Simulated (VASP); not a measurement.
# SiNi3 (Pm-3m) in VASP: a series of runs

One crystal, SiNi3, is run at these levels: PBE+D3(BJ); tasks: equation of state.

All numbers are computed with VASP 6.6.1; they aren't measurements. Logs are shortened: lines on timing, memory, paths and dates and some standing lists are left out, and cuts for length are marked.

## (1) The structure

Symmetry: Pm-3m, No. 221, cubic system. Conventional cell: a = 3.466 Å, b = 3.466 Å, c = 3.466 Å, α = 90.00°, β = 90.00°, γ = 90.00°. Ni (site symmetry 4/mmm) is surrounded by 8 Ni at 2.45 Å and 4 Si at 2.45 Å. Si (site symmetry m-3m) is surrounded by 12 Ni at 2.45 Å.

## (2) Equation of state, PBE+D3(BJ), collinear spin, ferromagnetic start, 9.99 Å³/atom (a relaxed cell with its volume scaled by 0.96)

The input, INCAR:

```
SYSTEM = SiNi3
  PREC = Accurate
  ENCUT = 520
  EDIFF = 1E-6
  ISMEAR = -1
  SIGMA = 0.05
  LREAL = .FALSE.
  LASPH = .TRUE.
  NELM = 100
  ALGO = Normal
  ISIF = 2
  LWAVE = .FALSE.
  LCHARG = .FALSE.
  ISPIN = 2
  MAGMOM = 1 1 1 0
  LORBIT = 11
  LMAXMIX = 4
  GGA = PE
  IVDW = 12
  KPAR = 2
```

The input, KPOINTS:

```
regular mesh
0
G
  8 8 8
  0 0 0
```

The input, POSCAR:

```
SiNi3                                   
1.0
    3.4190135043     -0.0000000000      0.0000000000
   -0.0000000000      3.4190135043     -0.0000000000
   -0.0000000000     -0.0000000000      3.4190135043
  Ni              Si            
     3     1
Direct
     0.5000000000000000    0.5000000000000000    0.0000000000000000
     0.5000000000000000    0.0000000000000000    0.5000000000000000
     0.0000000000000000    0.5000000000000000    0.5000000000000000
     0.0000000000000000    0.0000000000000000    0.0000000000000000
```

Potentials or basis: VASP PAW PBE potentials, release 64 (Ni, Si).

Run with:

```sh
cat potpaw_PBE.64/Ni/POTCAR potpaw_PBE.64/Si/POTCAR > POTCAR
mpirun -np 2 vasp_std > vasp.out
```

OUTCAR:

```text
SYSTEM = SiNi3
   PREC = Accurate
   ENCUT = 520
   EDIFF = 1E-6
   ISMEAR = -1
   LREAL = .FALSE.
   LASPH = .TRUE.
   NELM = 100
   ISIF = 2
   ISPIN = 2
   LORBIT = 11
   GGA = PE
   IVDW = 12
 IVDW          = 12

 ion  position               nearest neighbor table
   1  0.500  0.500  0.000-   2 2.42   3 2.42   4 2.42   2 2.42   3 2.42   2 2.42   4 2.42   2 2.42
                             3 2.42   4 2.42   3 2.42   4 2.42
   2  0.500  0.000  0.500-   1 2.42   3 2.42   4 2.42   1 2.42   4 2.42   1 2.42   3 2.42   1 2.42
                             3 2.42   4 2.42   4 2.42   3 2.42
   3  0.000  0.500  0.500-   1 2.42   2 2.42   4 2.42   1 2.42   4 2.42   2 2.42   4 2.42   4 2.42
                             1 2.42   2 2.42   1 2.42   2 2.42
   4  0.000  0.000  0.000-   1 2.42   2 2.42   3 2.42   2 2.42   3 2.42   1 2.42   3 2.42   3 2.42
                             1 2.42   2 2.42   2 2.42   1 2.42

  LATTYP: Found a simple cubic cell.
 ALAT       =     3.4190135043

  Lattice vectors:

 A1 = (   3.4190135043,   0.0000000000,   0.0000000000)
 A2 = (   0.0000000000,   3.4190135043,   0.0000000000)
 A3 = (   0.0000000000,   0.0000000000,   3.4190135043)

Analysis of symmetry for initial positions (statically):
=====================================================================
 Subroutine PRICEL returns:
 Original cell was already a primitive cell.

 Routine SETGRP: Setting up the symmetry group for a
 simple cubic supercell.

 Subroutine GETGRP returns: Found 48 space group operations
 (whereof 48 operations were pure point group operations)
 out of a pool of 48 trial point group operations.

The static configuration has the point symmetry O_h .

Analysis of symmetry for dynamics (positions and initial velocities):
=====================================================================
 Subroutine PRICEL returns:
 Original cell was already a primitive cell.

 Routine SETGRP: Setting up the symmetry group for a
 simple cubic supercell.

 Subroutine GETGRP returns: Found 48 space group operations
 (whereof 48 operations were pure point group operations)
 out of a pool of 48 trial point group operations.

The dynamic configuration has the point symmetry O_h .

Analysis of structural, dynamic, and magnetic symmetry:
=====================================================================
 Subroutine PRICEL returns:
 Original cell was already a primitive cell.

 Routine SETGRP: Setting up the symmetry group for a
 simple cubic supercell.

 Subroutine GETGRP returns: Found 48 space group operations
 (whereof 48 operations were pure point group operations)
 out of a pool of 48 trial point group operations.

The overall configuration has the point symmetry O_h .
[... 135 lines left out ...]
  energy-cutoff  :      520.00
  volume of cell :       39.97
 maximum number of plane-waves:      1108
 NGX is ok and might be reduce to    28
   NGX = 13   NGY = 13   NGZ = 13

 number of electron      33.9999995 magnetization      -0.0083498

 number of electron      33.9999995 magnetization       0.0004163

 Free energy of the ion-electron system (eV)
  ---------------------------------------------------
  ext. energy  EPLUGINS =         0.00000000
  ---------------------------------------------------
  free energy    TOTEN  =       -23.51272118 eV

  energy without entropy =      -23.49580129  energy(sigma->0) =      -23.50426123

 E-fermi :  11.8270     XC(G=0): -13.5187

 val. band max:       11.7663665834   @ k =   0.1250   0.1250   0.0000
 cond. band min:      11.8426553902   @ k =   0.5000   0.3750   0.3750
 fundamental gap:      0.0762888068
 Fermi energy:        11.8269638735

 spin component 1

 k-point     1 :       0.0000    0.0000    0.0000
  band No.  band energies     occupation
      1      -0.7107      1.00000
      2       6.4516      1.00000
      3       7.3046      1.00000
      4       7.3046      1.00000
      5       7.8766      1.00000
      6       7.8766      1.00000
[... 613 lines left out ...]
     22      19.3835      0.00000
     23      20.4568      0.00000

 [... further k-points ...]

 spin component 2

 k-point     1 :       0.0000    0.0000    0.0000
  band No.  band energies     occupation
      1      -0.7108      1.00000
      2       6.4517      1.00000
      3       7.3047      1.00000
      4       7.3047      1.00000
      5       7.8767      1.00000
      6       7.8767      1.00000
[... 613 lines left out ...]
     22      19.3835      0.00000
     23      20.4568      0.00000

 [... further k-points ...]

------------------------ aborting loop because EDIFF is reached ----------------------------------------

 Edisp (eV)   -2.13605

 E8    (eV) :    -0.9120

  FORCE on cell =-STRESS in cart. coord.  units (eV):
  Direction    XX          YY          ZZ          XY          YZ          ZX
  --------------------------------------------------------------------------------------
  -------------------------------------------------------------------------------------
  Total       2.57636     2.57636     2.57636    -0.00000     0.00000    -0.00000
  in kB     103.27957   103.27957   103.27957    -0.00000     0.00000    -0.00000
  external pressure =      103.28 kB  Pullay stress =        0.00 kB

 VOLUME and BASIS-vectors are now :
 -----------------------------------------------------------------------------
  energy-cutoff  :      520.00
  volume of cell :       39.97
      direct lattice vectors                 reciprocal lattice vectors
     3.419013504  0.000000000  0.000000000     0.292482027  0.000000000  0.000000000
     0.000000000  3.419013504  0.000000000     0.000000000  0.292482027  0.000000000
     0.000000000  0.000000000  3.419013504     0.000000000  0.000000000  0.292482027

 POSITION                                       TOTAL-FORCE (eV/Angst)
 -----------------------------------------------------------------------------------
      1.70951      1.70951      0.00000         0.000000      0.000000      0.000000
      1.70951      0.00000      1.70951         0.000000      0.000000      0.000000
      0.00000      1.70951      1.70951         0.000000      0.000000      0.000000
      0.00000      0.00000      0.00000         0.000000      0.000000      0.000000
 -----------------------------------------------------------------------------------
    total drift:                                0.000000      0.000000      0.000000

  FREE ENERGIE OF THE ION-ELECTRON SYSTEM (eV)
  ---------------------------------------------------
  free  energy   TOTEN  =       -25.6487674354 eV

  energy  without entropy=      -25.6318475445  energy(sigma->0) =      -25.64030749

 total charge

# of ion       s       p       d       tot
------------------------------------------
    1        0.521   0.654   8.457   9.632
    2        0.521   0.654   8.457   9.632
    3        0.521   0.654   8.457   9.632
    4        0.732   0.869   0.000   1.600
--------------------------------------------------
tot          2.295   2.830  25.371  30.496

 magnetization (x)

# of ion       s       p       d       tot
------------------------------------------
    1       -0.000  -0.000   0.000   0.000
    2       -0.000  -0.000   0.000   0.000
    3       -0.000  -0.000   0.000   0.000
    4       -0.000  -0.000   0.000  -0.000
--------------------------------------------------
tot         -0.000  -0.000   0.000   0.000
```

Run time: 17 s. Hardware: 2 MPI ranks of Intel Xeon 6975P-C (Granite Rapids), shared host; peak memory 0.2 GiB.

Results:

```
Free energy                                           : -25.6488 eV
Pressure                                              : 10.3 GPa
Band gap on the k mesh                                : none (metal or under the smearing width)
Net moment                                            : 0.00 μB per cell
Valence electrons inside the program's atomic spheres : Ni 9.63; Si 1.60
Dispersion energy per atom                            : -0.534 eV
```

Caveat: pairwise dispersion overbinds metals, which lowers pressure and volume.

## (3) Equation of state, PBE+D3(BJ), collinear spin, ferromagnetic start, 10.20 Å³/atom (a relaxed cell with its volume scaled by 0.98)

INCAR is that of step 2.

KPOINTS is that of step 2.

POSCAR, as its differences from that of step 2:

```diff
@@ -2,5 +2,5 @@
 1.0
-    3.4190135043     -0.0000000000      0.0000000000
-   -0.0000000000      3.4190135043     -0.0000000000
-   -0.0000000000     -0.0000000000      3.4190135043
+    3.4425936529     -0.0000000000      0.0000000000
+   -0.0000000000      3.4425936529     -0.0000000000
+   -0.0000000000     -0.0000000000      3.4425936529
   Ni              Si
```

Potentials or basis: VASP PAW PBE potentials, release 64 (Ni, Si).

Run with:

```sh
cat potpaw_PBE.64/Ni/POTCAR potpaw_PBE.64/Si/POTCAR > POTCAR
mpirun -np 2 vasp_std > vasp.out
```

Wall time 18 s (2 MPI ranks of Intel Xeon 6975P-C (Granite Rapids), shared host); peak memory 0.2 GiB.

The run converged. Its results:

| Item | Value |
| --- | --- |
| Free energy | -25.6879 eV |
| Pressure | 4.8 GPa |
| Band gap on the k mesh | none (metal or under the smearing width) |
| Net moment | 0.00 μB per cell |
| Valence electrons inside the program's atomic spheres | Ni 9.58; Si 1.59 |
| Dispersion energy per atom | -0.523 eV |

Caveat: pairwise dispersion overbinds metals, which lowers pressure and volume.

## (4) Equation of state, PBE+D3(BJ), collinear spin, ferromagnetic start, 10.41 Å³/atom

INCAR is that of step 3.

KPOINTS is that of step 3.

POSCAR, as its differences from that of step 3:

```diff
@@ -2,5 +2,5 @@
 1.0
-    3.4425936529     -0.0000000000      0.0000000000
-   -0.0000000000      3.4425936529     -0.0000000000
-   -0.0000000000     -0.0000000000      3.4425936529
+    3.4658551264     -0.0000000000      0.0000000000
+   -0.0000000000      3.4658551264     -0.0000000000
+   -0.0000000000     -0.0000000000      3.4658551264
   Ni              Si
```

Run with:

```sh
cat potpaw_PBE.64/Ni/POTCAR potpaw_PBE.64/Si/POTCAR > POTCAR
mpirun -np 2 vasp_std > vasp.out
```

It took 18 s on 2 MPI ranks of Intel Xeon 6975P-C (Granite Rapids), shared host; peak memory 0.2 GiB.

Results (log left out):

* Free energy: -25.6999 eV
* Pressure: -0.1 GPa
* Band gap on the k mesh: none (metal or under the smearing width)
* Net moment: 0.00 μB per cell
* Valence electrons inside the program's atomic spheres: Ni 9.54; Si 1.57
* Dispersion energy per atom: -0.512 eV

Caveat: pairwise dispersion overbinds metals, which lowers pressure and volume.

## (5) Equation of state, PBE+D3(BJ), collinear spin, ferromagnetic start, 10.62 Å³/atom (a relaxed cell with its volume scaled by 1.02)

INCAR is that of step 4.

KPOINTS is that of step 4.

POSCAR, as its differences from that of step 4:

```diff
@@ -2,5 +2,5 @@
 1.0
-    3.4658551264     -0.0000000000      0.0000000000
-   -0.0000000000      3.4658551264     -0.0000000000
-   -0.0000000000     -0.0000000000      3.4658551264
+    3.4888084783     -0.0000000000      0.0000000000
+   -0.0000000000      3.4888084783     -0.0000000000
+   -0.0000000000     -0.0000000000      3.4888084783
   Ni              Si
```

Run with:

```sh
cat potpaw_PBE.64/Ni/POTCAR potpaw_PBE.64/Si/POTCAR > POTCAR
mpirun -np 2 vasp_std > vasp.out
```

Run time: 18 s. Hardware: 2 MPI ranks of Intel Xeon 6975P-C (Granite Rapids), shared host; peak memory 0.19 GiB.

It converged, with:

- Free energy: -25.6876 eV
- Pressure: -4.5 GPa
- Band gap on the k mesh: none (metal or under the smearing width)
- Net moment: 0.00 μB per cell
- Valence electrons inside the program's atomic spheres: Ni 9.50; Si 1.56
- Dispersion energy per atom: -0.502 eV

Caveat: pairwise dispersion overbinds metals, which lowers pressure and volume.

## (6) Equation of state, PBE+D3(BJ), collinear spin, ferromagnetic start, 10.82 Å³/atom (a relaxed cell with its volume scaled by 1.04)

INCAR is that of step 5.

KPOINTS is that of step 5.

POSCAR, as its differences from that of step 5:

```diff
@@ -2,5 +2,5 @@
 1.0
-    3.4888084783     -0.0000000000      0.0000000000
-   -0.0000000000      3.4888084783     -0.0000000000
-   -0.0000000000     -0.0000000000      3.4888084783
+    3.5114637136     -0.0000000000      0.0000000000
+   -0.0000000000      3.5114637136     -0.0000000000
+   -0.0000000000     -0.0000000000      3.5114637136
   Ni              Si
```

Potentials or basis: VASP PAW PBE potentials, release 64 (Ni, Si).

Run with:

```sh
cat potpaw_PBE.64/Ni/POTCAR potpaw_PBE.64/Si/POTCAR > POTCAR
mpirun -np 2 vasp_std > vasp.out
```

Run time: 18 s. Hardware: 2 MPI ranks of Intel Xeon 6975P-C (Granite Rapids), shared host; peak memory 0.2 GiB.

Results (log left out):

```yaml
Free_energy: -25.6539 eV
Pressure: -8.4 GPa
Band_gap_on_the_k_mesh: none (metal or under the smearing width)
Net_moment: 0.00 μB per cell
Valence_electrons_inside_the_program's_atomic_spheres: Ni 9.46; Si 1.55
Dispersion_energy_per_atom: -0.492 eV
```

Caveat: pairwise dispersion overbinds metals, which lowers pressure and volume.

## (7) Equation of state, PBE+D3(BJ), collinear spin, ferromagnetic start

This step only gathers the single runs of the series.

Results:

* Equilibrium volume: 10.40 Å³/atom
* Bulk modulus: 233 GPa
* Pressure derivative of the bulk modulus: 4.8 (rough: it moves with the points fitted)

Energy against volume, from the lowest point:
| volume (Å³/atom) | energy (meV/atom) |
| --- | --- |
| 9.992 | 12.77 |
| 10.200 | 3.00 |
| 10.408 | 0.00 |
| 10.616 | 3.05 |
| 10.824 | 11.49 |
